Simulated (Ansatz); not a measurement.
## Cu films: biaxial stress and wafer bow

Plane-wave DFT in Ansatz, PBE, scalar-relativistic PAW potentials, cutoff 420 eV, no spin-orbit coupling; no spin polarisation. Cu in space group Fm-3m, strained equally along a and b of the conventional cell, with c and the atoms relaxed within the symmetry (a film with c along the normal). Stress is the in-plane mean, tension positive.

| strain (%) | stress (GPa) | E − E(0) (meV/atom) |
| --- | --- | --- |
| -6.0 | ? | 52.1 |
| -4.0 | -7.63 | 21.5 |
| -2.0 | -3.38 | 5.3 |
| +0.0 | -0.05 | 0.0 |
| +2.0 | 2.17 | 3.1 |
| +4.0 | 3.34 | 11.5 |
| +6.0 | 3.21 | 21.5 |

Q: Fit the stress, get the biaxial modulus and predict the missing row.

A: A parabola through the given rows is σ = -0.03 + 1.367 ε -0.1363 ε² GPa (ε in %), so M = dσ/dε = 137 GPa at zero. It predicts -13.14 GPa at -6.0 %; the run gave -13.13 GPa. The miss is 0.01 GPa, so the fit holds even one step beyond its range. The negative square term means that the film is stiffer in compression than in tension. The energies check it: E/V = Mε² at small strain, and a cubic fit with V = 11.96 Å³/atom gives M = 137 GPa, in agreement.

Q: How much does a 20 nm film at -0.3 % strain bow a 300 mm Si(001) wafer 775 μm thick?

A: The fit, without its small constant, gives σ = -0.42 GPa. Stoney's formula, κ = 6σt_f/(M_s t_s²) with M_s = 180.5 GPa for Si(001) (literature), gives |κ| = 0.46×10⁻³ m⁻¹ and a bow κr²/2 = 5.2 μm at r = 150 mm, with the film side convex (compression pushes the centre up). This assumes a single-crystal or fully textured, unrelaxed film at 0 K.

The cell has no gap in any row, so the stresses hang on mesh and smearing.

Cost: about 13 core-minutes for the runs cited, on Arm Neoverse V1 (shared hosts).

The stress rises ever more steeply in compression but flattens at about 3.3 GPa in tension, so the modulus of 137 GPa describes only small strains. The asymmetry follows from the Bain path. Stretching the (001) plane while c relaxes lowers c/a and carries fcc Cu towards bcc, where symmetry requires the stress to vanish again, so the curve has to bend over. In-plane compression leads away from bcc and shortens the in-plane bonds, where the repulsion between filled d shells and the kinetic energy of the sp electrons climb steeply. The small drop between +4.0 and +6.0 % fits this picture, but is too slight to locate the stress maximum.

At the strain of the wafer example the curvature of the fit matters little; crystal orientation matters far more. Cu is strongly anisotropic, and its deposited films often have a (111) texture, which is much stiffer in-plane than (001). The same strain would then bow the wafer considerably more, so the predicted 5.2 μm applies to (001) films only.
